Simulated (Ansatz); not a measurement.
## AlCo: course of a relaxation

Computed with DFT PBE, scalar-relativistic, plane waves, PAW in Ansatz. Settings: 420 eV cutoff, 18×18×18 k-mesh, Gaussian smearing of 0.10 eV, no spin polarisation.

What was changed: uniaxial strain along a, with b, c and atoms relaxed: +1.0 %.

Command:

```bash
ansatz run input.yaml --threads 1 --pin off --max-ram 2560MiB --backend cpu --events-out ev --progress --plain --runs-dir out
```

Input:

```yaml
crystal:
  lattice:
    - [2.8804214335, 0.0, 0.0]
    - [0.0, 2.8447726534, 0.0]
    - [0.0, 0.0, 2.8447726534]
  atoms:
    - { symbol: Al, position: [0.0, 0.0, 0.0] }
    - { symbol: Co, position: [0.5, 0.5, 0.5] }
basis:
  ecutwfc: 420
kpoints:
  mp_grid: { grid: [18, 18, 18] }
hamiltonian:
  xc: pbe
scf:
  occupations: { method: gaussian, width: 0.1 }
output:
  forces: true
  stress: true
  eigenvalues: true
relax:
  adjacent_minimum: "off"
  f_tol: 0.008
  max_steps: 40
  cell: { stress_tol: 0.015, fix: [a, angles] }
```

F is the free energy. Steps run on the plane waves of an earlier cell, but the last one, and at times one on the way, on a freshly chosen basis, so a repeated geometry can differ a little in energy. The held parts of the cell keep their stress, so P needn't end at zero.

Steps:

| step | F − F(1) (eV) | largest force component (eV/Å) | V (Å³/atom) | P (GPa) |
| --- | --- | --- | --- | --- |
| 1 | 0.0000 | 0.000 | 11.655 | -0.88 |
| 2 | 0.0000 | 0.000 | 11.648 | -0.77 |
| 3 | 0.0000 | 0.000 | 11.643 | -0.69 |
| 4 | 0.0000 | 0.000 | 11.643 | -0.70 |

Relaxed structure:

```yaml
crystal:
  lattice:
    - [2.88042, 0.00000, 0.00000]
    - [0.00000, 2.84332, 0.00000]
    - [0.00000, 0.00000, 2.84332]
  atoms:
    - { symbol: Al, position: [0.00000, 0.00000, 0.00000] }
    - { symbol: Co, position: [0.50000, 0.50000, 0.50000] }
```

It takes space group P4/mmm (No. 123, tetragonal). The conventional cell has a = 2.843 Å, b = 2.843 Å, c = 2.880 Å, α = 90.00°, β = 90.00°, γ = 90.00°. Around Al (site symmetry 4/mmm) lie 8 Co at 2.47 Å and 6 Al at 2.84 to 2.88 Å. Around Co (site symmetry 4/mmm) lie 8 Al at 2.47 Å and 6 Co at 2.84 to 2.88 Å.

The run converged. Time: 49 s on 1 thread of Arm Neoverse V1, with other jobs on the host, peak memory 0.47 GiB.